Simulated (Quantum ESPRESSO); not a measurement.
Crystal: Ir.

```xyz
1
Lattice="0.0000 1.9156 1.9156 1.9156 0.0000 1.9156 1.9156 1.9156 0.0000" Properties=species:S:1:pos:R:3 pbc="T T T"
Ir    0.0000    0.0000    0.0000
```

```yaml
Program: Quantum ESPRESSO 7.5
Task: phonon dispersion
Functional: LDA
Potentials_or_basis: PseudoDojo 0.4.1 SR LDA standard
Cutoff: 762 eV
Density_cutoff: 3048 eV
k_mesh: 10 × 10 × 10
Occupations: cold, width 0.2 eV
Spin: no spin polarisation
Form_of_the_LDA_correlation: PW92
Mixing_beta: 0.5
Most_SCF_iterations: 120
SCF_threshold: 2e-10 Ry
q_mesh: 2 × 2 × 2
```

The cell and the atoms were relaxed first, to 13.78 Å³/atom (a = 2.691 Å, b = 2.691 Å, c = 2.691 Å, α = 60.00°, β = 60.00°, γ = 60.00°), and the response was taken there.

Problem. What are the zero-point energy, and the vibrational entropy and heat capacity at 298.15 K?

Solution. Zero-point energy 27.4 meV/atom; entropy 4.19 k_B/atom (34.9 J/(K·mol of atoms)); Cv 2.87 k_B/atom, 96 % of the classical limit. These are harmonic values without the electrons' part.

Phonon frequencies at the corners of the path (cm⁻¹, interpolated; i marks imaginary ones):
| point | frequencies |
| --- | --- |
| Γ | 0 0 0 |
| X | 154 154 199 |
| W | 157 180 180 |
| K | 145 177 189 |
| L | 119 119 211 |
| U | 145 177 189 |

Harmonic thermodynamics per atom at this volume (zero-point energy 27.4 meV, Debye temperature from the second moment 282 K):
```csv
T (K),free energy (meV),entropy (k_B),heat capacity Cv (k_B)
50,27.1,0.33,0.88
100,23.4,1.37,2.08
200,3.7,3.07,2.72
298.15,-27.3,4.19,2.87
500,-114.4,5.70,2.95
800,-281.3,7.10,2.98
```

Phonon states per cell in windows of 10 cm⁻¹ (negative: imaginary):
| from (cm⁻¹) | total |
| --- | --- |
| 0 | 0.00 |
| 10 | 0.00 |
| 20 | 0.00 |
| 30 | 0.01 |
| 40 | 0.01 |
| 50 | 0.02 |
| 60 | 0.03 |
| 70 | 0.04 |
| 80 | 0.06 |
| 90 | 0.09 |
| 100 | 0.13 |
| 110 | 0.20 |
| 120 | 0.31 |
| 130 | 0.33 |
| 140 | 0.35 |
| 150 | 0.29 |
| 160 | 0.22 |
| 170 | 0.18 |
| 180 | 0.25 |
| 190 | 0.37 |
| 200 | 0.09 |

A q mesh this small can miss soft modes between its points.

Caveat: the mesh is thin for the phonons of a metal; the q mesh is small, so phonon branches between its points and thermal values are rough.
